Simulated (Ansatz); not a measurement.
System: WS2, a cell derived from the structure in space group 194 by a strain and random displacements, 6 atoms in the cell.

These are results of PBE, all-electron LAPW, scalar-relativistic with a first-order correction to Dirac's equation for the inner shells, point nucleus (Ansatz 0.2.0 development build), not measurements.

k-mesh 4×4×1 Γ-centred; Fermi–Dirac smearing of 0.15 eV; no spin polarisation; no spin–orbit coupling.

```xyz
6
Lattice="3.1703 0.0278 -0.0133 -1.5611 2.6947 0.0184 -0.0525 0.0533 12.5013" Properties=species:S:1:pos:R:3:forces:R:3 pbc="T T T" pressure_GPa=2.10
W     0.3625    2.2785    2.4983    2.8544    0.3184   -3.4097
W     1.9292    1.4368    8.7309    1.2036   -0.7245   -3.8049
S     0.4084    2.2791    6.9687   -0.4177    0.3577    2.6955
S     1.9940    1.4170    0.7941   -0.5200   -0.0770    1.7101
S     0.4112    2.2871   10.2420   -0.7788    0.3661    1.1462
S     2.1449    1.3854    3.9887   -2.3415   -0.2407    1.6629
```

Forces are in eV/Å.

```yaml
Largest_force: 4.458 eV/Å on W1
```

The k-mesh is coarse, so these values belong to this mesh and can lie far from the converged ones.
